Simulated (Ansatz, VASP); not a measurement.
**Two plane-wave programs on Ca**

File INCAR:

```
PREC = Accurate ; ENCUT = 520
EDIFF = 1E-6 ; ISMEAR = 0
SIGMA = 0.15 ; LREAL = F
LASPH = T ; NELM = 80
ALGO = Normal ; ISIF = 2
LWAVE = F ; LCHARG = F
NBANDS = 11
```

The input KPOINTS:

```
regular mesh
0
Gamma
  14 14 14
```

POSCAR

```
Ca
1.0
    3.5758727485      0.0000000000      0.0000000000
    0.0000000000      3.5758727485      0.0000000000
    0.0000000000      0.0000000000      3.3142235230
Ca
1
Direct
    0.0000000000      0.0000000000      0.0000000000
```

Input for Ansatz:

```yaml
crystal:
  lattice:
    - [3.5758727485, 0.0, 0.0]
    - [0.0, 3.5758727485, 0.0]
    - [0.0, 0.0, 3.314223523]
  atoms:
    - { symbol: Ca, position: [0.0, 0.0, 0.0] }
basis:
  ecutwfc: 420
kpoints:
  mp_grid: { grid: [14, 14, 14] }
hamiltonian:
  xc: lda
scf:
  occupations: { method: gaussian, width: 0.15 }
output:
  forces: true
  stress: true
  eigenvalues: true
```

Change from the starting cell: strain +0.025 along x and y, -0.050 along z, atoms carried along.

Alike in both runs: task single point; functional LDA; k mesh 14 × 14 × 14; occupations gaussian, width 0.15 eV; no spin polarisation.

|  | VASP | Ansatz |
| --- | --- | --- |
| version | VASP 6.6.1 | Ansatz 0.2.0 |
| potentials or method | VASP PAW LDA potentials, release 64 (Ca_sv) | scalar-relativistic, plane waves, PAW |
| plane-wave cutoff (eV) | 520 | 420 |
| valence electrons in the cell | 10 | 10 |

|  | VASP | Ansatz | Ansatz less VASP |
| --- | --- | --- | --- |
| gap on the k mesh at the Fermi level (eV) | none | none | - |
| pressure (GPa) | -1.0 | -1.0 | +0.03 |
| largest component of the traceless stress (GPa) | 2.87 | 2.86 | -0.007 |

A gap of «none» marks a metal or a gap that the smearing closes.
